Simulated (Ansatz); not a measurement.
# O started in the widest void in cubic perovskite BaHfO3, 41 atoms, charge −1

All numbers come from Ansatz (PAW, plane waves, no spin–orbit coupling) at the single k point (¼, ¼, ¼) without its symmetry partners. The atoms were relaxed with PBEsol in a fixed cell; other functionals are single points on those atoms unless said otherwise. The valence top and gap of the host come from its small cell on a dense mesh, with the band extrema sought between the mesh points, lined up by the mean potential, PBEsol gap 3.58 eV, HSE06 gap 5.21 eV. The charge correction uses an assumed dielectric constant of 35.

Cell: a = 8.315 Å, b = 8.315 Å, c = 8.315 Å, α = 90.00°, β = 90.00°, γ = 90.00°.

Nearest atoms after relaxation, from the placed atom (for vacancies from the middle of the vacant sites): O at 1.95 Å, Hf at 2.18 Å, Hf at 2.20 Å, Ba at 2.48 Å, Ba at 2.50 Å, O at 2.55 Å, O at 2.57 Å, O at 3.04 Å.

Chemical potentials μ are those of reference phases of the elements at zero temperature by the same functional (the usual solids, diamond for C, grey Sn, and the molecules H2, N2, O2, F2, Cl2, Br2 and S8).

```tsv
functional	E(defect) − E(host) − Σ nμ + q·E_VBM (eV)	monopole (eV)	alignment (eV)	formation energy at E_F = VBM (eV)	moment (μB)	wall time, shared host
PBEsol	2.96	0.07	-0.06	2.97	1.0	38 s on NVIDIA H100 (relaxation)
```

Task: Estimate the formation energy and moment that HSE06 gives on these atoms.

Result: 4.49 eV at E_F = VBM (4.48 eV before the monopole term 0.07 eV and the alignment -0.06 eV), moment 1.0 μB.

Task: How does the monopole term follow by hand for this cubic cell?

Result: q²·α·e²/(4πε₀)/(2εL) with the Madelung constant α = 2.837 and e²/4πε₀ = 14.40 eV·Å: 1 × 2.837 × 14.40 / (2 × 35 × 8.315) = 0.07 eV.

HSE06 one-electron levels near the gap (the ten most localised at most), from the host's valence top, not corrected for the charge's images:

```tsv
level (eV)	spin	filling	atoms sharing it	element of the atom with most weight
-0.24	up	1.00	16.4	spread
-0.16	down	1.00	11.9	O
-0.14	up	1.00	9.6	O
-0.13	up	1.00	9.1	O
-0.11	down	1.00	9.9	O
-0.05	down	1.00	10.1	O
0.11	up	1.00	8.3	O
0.29	down	1.00	7.3	O
0.46	up	1.00	7.7	O
3.93	down	0.00	3.0	O
```

All elements are taken at their own reference at once; growth conditions in equilibrium with the host shift these energies, by up to the host's formation enthalpy.

The ideal cubic host may itself distort, and that gain is in these energies.

One k point and a cell of this size can leave errors of several tenths of an eV in such numbers.
